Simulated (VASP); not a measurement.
# Settings for Sr: relaxation of the cell

Sr, Fm-3m (no. 225), 1 atom in the cell. PBE; PAW potentials Sr_sv (PBE set). VASP 6.6.1. The cell is changed on purpose: volume scaled by 1.1.

Wanted: cell volume within 1 %; lattice lengths within 0.4 %; shortest distances from each atom, periodic images included within 0.02 Å.

What the run is for: cell; Accuracy asked: screening.

The series start from Plane-wave cutoff (eV): 340; Smearing width (eV): 0.1; k-point mesh: 8 × 8 × 8; Relaxation passes: 2; Ionic threshold (EDIFFG): -0.005; Electronic threshold (eV): 1e-6; Precision mode (PREC): Accurate; Relaxation algorithm: IBRION=2 POTIM=0.5. Each series keeps the choices made before it, and each single choice may use up half of a tolerance. Times cover all steps of a run.

## Plane-wave cutoff (eV)

| Plane-wave cutoff (eV) | Cell volume (Å³) | Lattice lengths, largest deviation against the largest value | Shortest distances from each atom, periodic images included, largest deviation (Å) | Time (s) |
|---|---|---|---|---|
| 230 | 53.42 | 0.68 % | 0.029 | 15 |
| 260 | 53.62 | 0.55 % | 0.024 | 17 |
| 300 | 54.18 | 0.21 % | 0.009 | 24 |
| 340 | 54.41 | 0.066 % | 0.003 | 30 |
| 400 | 54.39 | 0.082 % | 0.004 | 31 |
| 480 | 54.46 | 0.038 % | 0.002 | 35 |
| 600 | 54.51 | 0.0056 % | 0.000 | 54 |
| 650 (reference) | 54.52 | 0 % | 0.000 | 62 |

Chosen: 340, the loosest value from which every tighter one stays within half of the tolerance.

## Smearing width (eV)

| Smearing width (eV) | Cell volume (Å³) | Lattice lengths, largest deviation against the largest value | Shortest distances from each atom, periodic images included, largest deviation (Å) | Time (s) |
|---|---|---|---|---|
| 0.4 | 55.03 | 0.33 % | 0.014 | 24 |
| 0.3 | 54.88 | 0.23 % | 0.010 | 26 |
| 0.2 | 54.61 | 0.07 % | 0.003 | 54 |
| 0.15 | 54.49 | 0.0021 % | 0.000 | 30 |
| 0.1 | 54.41 | 0.048 % | 0.002 | 30 |
| 0.05 (reference) | 54.49 | 0 % | 0.000 | 28 |

Chosen: 0.2.

## k-point mesh

| k-point mesh | Cell volume (Å³) | Lattice lengths, largest deviation against the largest value | Shortest distances from each atom, periodic images included, largest deviation (Å) | Time (s) |
|---|---|---|---|---|
| 3 × 3 × 3 | 57.62 | 1.7 % | 0.072 | 8.3 |
| 4 × 4 × 4 | 55.72 | 0.56 % | 0.024 | 16 |
| 5 × 5 × 5 | 54.1 | 0.43 % | 0.018 | 26 |
| 7 × 7 × 7 | 54.88 | 0.048 % | 0.002 | 18 |
| 8 × 8 × 8 | 54.61 | 0.12 % | 0.005 | 54 |
| 10 × 10 × 10 (reference) | 54.8 | 0 % | 0.000 | 44 |

Chosen: 7 × 7 × 7.

## Relaxation passes

| Relaxation passes | Cell volume (Å³) | Lattice lengths, largest deviation against the largest value | Shortest distances from each atom, periodic images included, largest deviation (Å) | Time (s) |
|---|---|---|---|---|
| 1 | 54.88 | 0 % | 0.000 | 15 |
| 2 | 54.88 | 0 % | 0.000 | 18 |
| 3 (reference) | 54.88 | 0 % | 0.000 | 23 |

Chosen: 1.

## Ionic threshold (EDIFFG)

| Ionic threshold (EDIFFG) | Cell volume (Å³) | Lattice lengths, largest deviation against the largest value | Shortest distances from each atom, periodic images included, largest deviation (Å) | Time (s) |
|---|---|---|---|---|
| -0.05 | 55.08 | 0.091 % | 0.004 | 14 |
| -0.02 | 55.08 | 0.091 % | 0.004 | 13 |
| -0.01 | 54.88 | 0.035 % | 0.001 | 16 |
| -0.005 | 54.88 | 0.035 % | 0.001 | 15 |
| -0.002 (reference) | 54.93 | 0 % | 0.000 | 22 |

Chosen: -0.05.

## Electronic threshold (eV)

| Electronic threshold (eV) | Cell volume (Å³) | Lattice lengths, largest deviation against the largest value | Shortest distances from each atom, periodic images included, largest deviation (Å) | Time (s) |
|---|---|---|---|---|
| 0.0001 | 55.01 | 0.13 % | 0.006 | 12 |
| 1e-5 | 54.73 | 0.31 % | 0.013 | 14 |
| 1e-6 | 55.08 | 0.091 % | 0.004 | 14 |
| 1e-7 (reference) | 55.23 | 0 % | 0.000 | 15 |

Chosen: 1e-6.

## Precision mode (PREC)

| Precision mode (PREC) | Cell volume (Å³) | Lattice lengths, largest deviation against the largest value | Shortest distances from each atom, periodic images included, largest deviation (Å) | Time (s) |
|---|---|---|---|---|
| Normal | 55.08 | 0.0007 % | 0.000 | 8.3 |
| Accurate (reference) | 55.08 | 0 % | 0.000 | 14 |

Chosen: Normal.

## Relaxation algorithm

| Relaxation algorithm | Cell volume (Å³) | Lattice lengths, largest deviation against the largest value | Shortest distances from each atom, periodic images included, largest deviation (Å) | Time (s) |
|---|---|---|---|---|
| IBRION=2 POTIM=0.5 | 55.08 | 0 % | 0.000 | 8.3 |
| IBRION=2 POTIM=0.2 | 54.85 | 0.14 % | 0.006 | 9.1 |
| IBRION=1 POTIM=0.5 | 54.82 | 0.16 % | 0.007 | 7.6 |
| IBRION=1 POTIM=0.2 | 54.55 | 0.32 % | 0.014 | 7.3 |

Chosen: IBRION=2 POTIM=0.5; no other choice that stays within half of the tolerance saves 30 % of the time.

## All choices together

| Input | Cell volume (Å³) | Lattice lengths, largest deviation against the largest value | Shortest distances from each atom, periodic images included, largest deviation (Å) | Time (s) |
|---|---|---|---|---|
| the program's defaults (naive) | 54.72 | 0.1 % | 0.004 | 3.3 |
| chosen settings | 55.08 | 0.33 % | 0.014 | 8.3 |
| reference settings throughout | 54.55 | 0 % | 0.000 | 108 |

The tolerance is met.

Values of the reference run: Lattice lengths: 4.257, 4.257, 4.257 Å; Shortest distances from each atom, periodic images included: 4.257, 4.257, 4.257, 4.257 Å.

## The input

INCAR.step1:
```
SYSTEM = Sr
ALGO = Normal ; EDIFF = 1E-6
EDIFFG = -0.05 ; ENCUT = 340
GGA = PE ; GGA_COMPAT = .False.
IBRION = 2 ; ISIF = 3
ISMEAR = 1 ; LASPH = .True.
LCHARG = .False. ; LREAL = .False.
LWAVE = .False. ; NELM = 120
NELMIN = 4 ; NSW = 80
POTIM = 0.5 ; PREC = Normal
SIGMA = 0.2
```

INCAR.step2, as INCAR.step1 but for:
```
- EDIFFG = -0.05
- IBRION = 2
- ISIF = 3
- NELMIN = 4
- NSW = 80
- POTIM = 0.5
+ ISIF = 2
```

KPOINTS:
```
Automatic mesh
0
Gamma
  7 7 7
  0 0 0
```

POSCAR.step1:
```
Sr
1.0
    0.0000000000      3.1405574093      3.1405574093
    3.1405574093      0.0000000000      3.1405574093
    3.1405574093      3.1405574093      0.0000000000
Sr
1
Direct
    0.0000000000      0.0000000000      0.0000000000
```

Commands (each step's output is kept before the next begins):
```
cat potpaw_PBE.64/Sr_sv/POTCAR > POTCAR
cp INCAR.step1 INCAR
cp POSCAR.step1 POSCAR
mpirun -np 1 vasp_std > vasp.out
cp CONTCAR POSCAR
cp INCAR.step2 INCAR
mpirun -np 1 vasp_std > vasp.out
```

The naive input happens to agree within the tolerance here, in 3.3 s.

The chosen input took VASP 6.6.1 8.3 s on 1 core (Intel Xeon 6975P-C (Granite Rapids)), a shared host.
